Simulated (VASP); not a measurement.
# V (Im-3m) in VASP: single point with PBE0

Aim: the single point of V with PBE0.

Program: VASP 6.6.1. These are calculated values, not measurements. Logs are shortened: lines on timing, memory, paths and dates and some standing lists are left out, and cuts for length are marked.

### 1 The crystal as given

It takes space group Im-3m (No. 229, cubic). The conventional cell has a = 2.959 Å, b = 2.959 Å, c = 2.959 Å, α = 90.00°, β = 90.00°, γ = 90.00°. V (site symmetry m-3m) has 8 V at 2.56 Å as nearest neighbours.

### 2 Single point, PBE0

File POSCAR:

```
V
1.0
   -1.4796800000      1.4796800000      1.4796800000
    1.4796800000     -1.4796800000      1.4796800000
    1.4796800000      1.4796800000     -1.4796800000
V
1
Direct
    1.0000000000      0.0000000000      1.0000000000
```

File INCAR.step1:

```
PREC = Accurate ; ENCUT = 520
EDIFF = 1E-5 ; ISMEAR = 0
SIGMA = 0.1 ; LREAL = False
LASPH = True ; NELM = 100
ALGO = Normal ; ISIF = 2
LWAVE = True ; NBANDS = 12
GGA = PE
```

File INCAR.step2:

```
PREC = Accurate ; ENCUT = 520
EDIFF = 1E-7 ; ISMEAR = 0
SIGMA = 0.1 ; LREAL = False
LASPH = True ; NELM = 100
ALGO = Normal ; ISIF = 2
LWAVE = False ; LCHARG = True
GGA = PE ; LHFCALC = True
AEXX = 0.25 ; PRECFOCK = Fast
HFRCUT = -1 ; LELF = True
LVHAR = True ; NBANDS = 12
ISTART = 1
```

File KPOINTS:

```
regular mesh
0
Gamma
  10 10 10
```

Potentials or basis: VASP PAW PBE potentials, release 64 (V_sv).

Run with:

```console
$ cat potpaw_PBE.64/V_sv/POTCAR > POTCAR
$ cp INCAR.step1 INCAR
$ mpirun -np 1 vasp_std > vasp.out
$ cp INCAR.step2 INCAR
$ mpirun -np 1 vasp_std > vasp.out
```

OUTCAR:

```text
PREC = Accurate
   ENCUT = 520
   EDIFF = 1E-7
   ISMEAR = 0
   LREAL = False
   LASPH = True
   NELM = 100
   ISIF = 2
   GGA = PE
   LHFCALC = True
   AEXX = 0.25
   PRECFOCK = Fast
   ISTART = 1

 ion  position               nearest neighbor table
   1  0.000  0.000  0.000-

  LATTYP: Found a body centered cubic cell.
 ALAT       =     2.9593600000

  Lattice vectors:

 A1 = (  -1.4796800000,   1.4796800000,   1.4796800000)
 A2 = (   1.4796800000,  -1.4796800000,   1.4796800000)
 A3 = (   1.4796800000,   1.4796800000,  -1.4796800000)

Analysis of symmetry for initial positions (statically):
=====================================================================
 Subroutine PRICEL returns:
 Original cell was already a primitive cell.

 Routine SETGRP: Setting up the symmetry group for a
 body centered cubic supercell.

 Subroutine GETGRP returns: Found 48 space group operations
 (whereof 48 operations were pure point group operations)
 out of a pool of 48 trial point group operations.

The static configuration has the point symmetry O_h .

Analysis of symmetry for dynamics (positions and initial velocities):
=====================================================================
 Subroutine PRICEL returns:
 Original cell was already a primitive cell.

 Routine SETGRP: Setting up the symmetry group for a
 body centered cubic supercell.

 Subroutine GETGRP returns: Found 48 space group operations
 (whereof 48 operations were pure point group operations)
 out of a pool of 48 trial point group operations.

The dynamic configuration has the point symmetry O_h .

 Subroutine INISYM returns: Found 48 space group operations
 (whereof 48 operations are pure point group operations),
 and found     1 'primitive' translations

----------------------------------------------------------------------------------------

                                     Primitive cell

  volume of cell :      12.9588

  direct lattice vectors                    reciprocal lattice vectors
    -1.479680000  1.479680000  1.479680000     0.000000000  0.337910900  0.337910900
     1.479680000 -1.479680000  1.479680000     0.337910900  0.000000000  0.337910900
     1.479680000  1.479680000 -1.479680000     0.337910900  0.337910900  0.000000000

  length of vectors
     2.562880939  2.562880939  2.562880939     0.477878177  0.477878177  0.477878177
[... 94 lines left out ...]
   ISMEAR =     0;   SIGMA  =   0.10  broadening in eV -4-tet -1-fermi 0-gaus
   EFERMI_NEDOS =   21; number of points for ismear=-14 and -15
   IALGO  =     38    algorithm
   IMIX   =      1    mixing-type and parameters
     AMIX     =   0.40;   BMIX     =  1.00
     AMIX_MAG =   1.60;   BMIX_MAG =  1.00
  volume/ion in A,a.u.               =      12.96        87.45
  Fermi-wavevector in a.u.,A,eV,Ry     =   1.638833  3.096946 36.542187  2.685775
  Thomas-Fermi vector in A             =   2.729740
   LORBIT       =      0    0 simple, 1 ext, 2 COOP (PROOUT), +10 PAW based schemes
   GGA     = PE    functional components
   LHFCALC =     T    Hartree Fock is set to
   PRECFOCK=fast      Normal, Fast or Accurate (Low or Medium for compatibility)
   ENCUT4O =  -1.0   cutoff for four orbital integrals eV
   NKREDX  =     1    reduce k-point grid by
   NKREDY  =     1    reduce k-point grid by
   NKREDZ  =     1    reduce k-point grid by
   AEXX    =    0.2500 exact exchange contribution
   HFSCREEN=    0.0000 screening length (either q_TF or 0.3 A-1)
   HFSCREENC=   0.0000 screening length for correlation (either q_TF or 0.3 A-1)
   ENCUTFOCK=  -1.0 apply spherical cutoff to Coloumb kernel
   IVDW    =     0    specifies the selected vdW correction
   LEPSILON=     F    determine dielectric tensor
   LRPA    =     F    only Hartree local field effects (RPA)
 non-spin polarized calculation
 Gauss-broadening in eV      SIGMA  =   0.10
  energy-cutoff  :      520.00
  volume of cell :       12.96
 maximum number of plane-waves:       370
  NGX = 14; NGY = 14; NGZ = 14

 number of electron      13.0000002 magnetization

 Free energy of the ion-electron system (eV)
  ---------------------------------------------------
  ext. energy  EPLUGINS =         0.00000000
  ---------------------------------------------------
  free energy    TOTEN  =       -11.99564387 eV

  energy without entropy =      -11.99505895  energy(sigma->0) =      -11.99535141

 E-fermi :   9.9421     XC(G=0): -10.3164

 val. band max:        9.8915399861   @ k =   0.2000   0.0000   0.0000
 cond. band min:      10.3068077796   @ k =  -0.2000   0.3000   0.1000
 fundamental gap:      0.4152677935
 Fermi energy:         9.9420822856

 k-point     1 :       0.0000    0.0000    0.0000
  band No.  band energies     occupation
      1     -59.2448      2.00000
      2     -30.7398      2.00000
      3     -30.7398      2.00000
      4     -30.7398      2.00000
      5       1.7511      2.00000
      6      11.2761      0.00000
      7      11.2761      0.00000
      8      11.2761      0.00000
      9      13.9410      0.00000
     10      13.9410      0.00000
     11      32.4060      0.00000
     12      32.4060      0.00000
[... 331 lines left out ...]
 k-point    24 :      -0.3000    0.3000    0.1000
  band No.  band energies     occupation
      1     -59.0632      2.00000
      2     -31.4690      2.00000
      3     -30.9969      2.00000
      4     -30.8234      2.00000
      5       5.3059      2.00000
      6       9.3394      2.00000
      7       9.4578      2.00000
      8      12.8029      0.00000
      9      13.7040      0.00000
     10      14.5423      0.00000
     11      26.9738      0.00000
     12      29.7667      0.00000

 [... further k-points ...]

------------------------ aborting loop because EDIFF is reached ----------------------------------------

  FORCE on cell =-STRESS in cart. coord.  units (eV):
  Direction    XX          YY          ZZ          XY          YZ          ZX
  --------------------------------------------------------------------------------------
  -------------------------------------------------------------------------------------
  Total        0.1734692      0.1734692      0.1734692      0.0000000     -0.0000000      0.0000000
  in kB       21.4471477     21.4471477     21.4471477      0.0000000     -0.0000000      0.0000000
  external PRESSURE =      21.4471477 kB  Pullay stress =       0.0000000 kB

 VOLUME and BASIS-vectors are now :
 -----------------------------------------------------------------------------
  energy-cutoff  :      520.00
  volume of cell :       12.96
      direct lattice vectors                 reciprocal lattice vectors
    -1.479680000  1.479680000  1.479680000     0.000000000  0.337910900  0.337910900
     1.479680000 -1.479680000  1.479680000     0.337910900  0.000000000  0.337910900
     1.479680000  1.479680000 -1.479680000     0.337910900  0.337910900  0.000000000

 POSITION                                       TOTAL-FORCE (eV/Angst)
 -----------------------------------------------------------------------------------
      0.00000      0.00000      0.00000        -0.000000      0.000000      0.000000
 -----------------------------------------------------------------------------------
    total drift:                                0.000000     -0.000000     -0.000000

  FREE ENERGIE OF THE ION-ELECTRON SYSTEM (eV)
  ---------------------------------------------------
  free  energy   TOTEN  =       -11.9956438687 eV

  energy  without entropy=      -11.9950589483  energy(sigma->0) =      -11.99535141
```

OUTCAR.step1:

```text
PREC = Accurate
   ENCUT = 520
   EDIFF = 1E-5
   ISMEAR = 0
   LREAL = False
   LASPH = True
[... 577 lines left out ...]
 POSITION                                       TOTAL-FORCE (eV/Angst)
 -----------------------------------------------------------------------------------
      0.00000      0.00000      0.00000        -0.000000     -0.000000      0.000000
 -----------------------------------------------------------------------------------
    total drift:                                0.000000      0.000000      0.000000

  FREE ENERGIE OF THE ION-ELECTRON SYSTEM (eV)
  ---------------------------------------------------
  free  energy   TOTEN  =        -8.9795379578 eV

  energy  without entropy=       -8.9693160566  energy(sigma->0) =       -8.97442701
```

OSZICAR.step1:

```text
N       E                     dE             d eps       ncg     rms          rms(c)
DAV:   1     0.887209813774E+02    0.88721E+02   -0.70255E+03  1136   0.119E+03
DAV:   2    -0.903939167902E+01   -0.97760E+02   -0.94704E+02  1148   0.329E+02
DAV:   3    -0.103019976872E+02   -0.12626E+01   -0.12589E+01  1260   0.434E+01
DAV:   4    -0.103082284922E+02   -0.62308E-02   -0.62308E-02  1212   0.322E+00
DAV:   5    -0.103083019732E+02   -0.73481E-04   -0.73481E-04  1240   0.330E-01    0.194E+01
DAV:   6    -0.901328007909E+01    0.12950E+01   -0.28426E+00  1164   0.283E+01    0.214E+00
DAV:   7    -0.898808291449E+01    0.25197E-01   -0.27675E-02  1188   0.202E+00    0.939E-01
DAV:   8    -0.897947677924E+01    0.86061E-02   -0.63696E-03  1144   0.123E+00    0.152E-01
DAV:   9    -0.897953306775E+01   -0.56289E-04   -0.10592E-04  1228   0.168E-01    0.369E-02
DAV:  10    -0.897953795782E+01   -0.48901E-05   -0.16904E-05  1140   0.541E-02
   1 F= -.89795380E+01 E0= -.89744270E+01  d E =-.102219E-01
```

It took 53 min on 1 thread of Intel Xeon 6975P-C (Granite Rapids), shared host; peak memory 0.15 GiB.

Results:

- Free energy: -11.9956 eV
- Pressure: 2.1 GPa
- Band gap on the k mesh: none (metal or under the smearing width)

Levels at points of the mesh, in eV from the Fermi level:
```
           k point  band 3  band 4  band 5  band 6  band 7  band 8  band 9  band 10
(0.00, 0.00, 0.00)  -40.68  -40.68   -8.19    1.33    1.33    1.33    4.00     4.00
(0.50, 0.00, 0.00)  -41.01  -40.68   -4.33   -1.88    2.09    3.92    4.30     5.65
(0.50, 0.50, 0.50)  -41.41  -41.41   -4.09   -4.09    5.23    5.23    5.23    11.91
```

Caveat: the PAW data sets were made with another functional, which shifts forces and pressure a little.
